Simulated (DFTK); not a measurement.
Bi in DFTK: the effect of occupations

Bi:

```
Bi
1.0
     3.23838    0.00000    0.00000
     0.00000    3.22164    0.00000
    -0.08045    0.00000    6.44389
Bi
2
Direct
  0.54425 0.00000 0.74958
  0.45575 0.00000 0.25042
```

This isn't the form of Bi at room conditions, which is rhombohedral.

Alike in all runs:

- Program: DFTK 0.8.2
- Task: single point
- Functional: PBE
- Potentials or basis: dojo.nc.sr.pbe.v0_4_1.standard.upf (PBE)
- Cutoff: 1007 eV
- k mesh: 8 × 8 × 4
- Spin: no spin polarisation

```tsv
occupations	largest force (eV/Å)
fermi-dirac	0.01
gaussian	0.02
cold	0.03
methfessel-paxton order 1	?
methfessel-paxton order 2	0.05
```

Task: What does the run with occupations methfessel-paxton order 1 give?

Result: Largest force 0.04 eV/Å.
